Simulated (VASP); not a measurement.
Input of a VASP 6.6.1 run:

Contents of INCAR:

```
SYSTEM = CuAu
ALGO     = Normal         ! electronic algorithm
EDIFF    = 1E-7           ! SCF threshold, eV
EDIFFG   = -0.005         ! ionic threshold
ENCUT    = 580            ! plane-wave cutoff, eV
GGA      = PS             ! functional
IBRION   = 2              ! ionic algorithm
ISIF     = 3              ! what is computed and relaxed
ISMEAR   = 0              ! smearing method
LASPH    = .TRUE.         ! aspherical terms in the spheres
LCHARG   = .FALSE.        ! write CHGCAR
LREAL    = .FALSE.        ! projectors in reciprocal space
LWAVE    = .FALSE.        ! write WAVECAR
NELM     = 60             ! most SCF steps
NSW      = 90             ! ionic steps
PREC     = Accurate       ! precision mode
SIGMA    = 0.1            ! smearing width, eV
```

KPOINTS

```
k-points
0
G
  14 14 12
  0 0 0
```

The input POSCAR:

```
CuAu
1.0
    2.8507024000      0.0000000000      0.0000000000
    0.0000000000      2.8507024000      0.0000000000
    0.0000000000      0.0000000000      3.5816088600
Cu Au
1 1
Direct
    0.5000000000      0.5000000000      0.5000000000
    0.0000000000      0.0000000000      0.0000000000
```

Potentials or basis: VASP PAW PBE potentials, release 64 (Cu, Au).

Launch:

```bash
$ cat potpaw_PBE.64/Cu/POTCAR potpaw_PBE.64/Au/POTCAR > POTCAR
$ mpirun -np 1 vasp_std > vasp.out
```

Question: Estimate the band gap on the k mesh.

Answer: None (metal or under the smearing width).

Question: What does it give for the relaxed cell?

Answer: a = 2.833 Å, b = 2.833 Å, c = 3.547 Å, α = 90.00°, β = 90.00°, γ = 90.00°.

Question: Predict the space group after relaxing (to 0.05 Å).

Answer: P4/mmm (No. 123).

The path:
| step | energy change (eV) | largest force (eV/Å) | pressure (GPa) | volume (Å³) |
| --- | --- | --- | --- | --- |
| 1 | 0.0000 | 0.0000 | -3.65 | 29.11 |
| 2 | 0.0026 | 0.0000 | 4.67 | 27.73 |
| 3 | -0.0077 | 0.0000 | -0.05 | 28.45 |
| 4 | -0.0077 | 0.0000 | 0.08 | 28.44 |
| 5 | -0.0077 | 0.0000 | -0.09 | 28.47 |
| 6 | -0.0077 | 0.0000 | -0.05 | 28.46 |
| 7 | -0.0077 | 0.0000 | -0.05 | 28.46 |
| 8 | -0.0077 | 0.0000 | 0.01 | 28.46 |

Caveat: the PAW data sets were made with another functional, which shifts forces and pressure a little. The run has no spin-orbit coupling, so splittings on Au are missing.
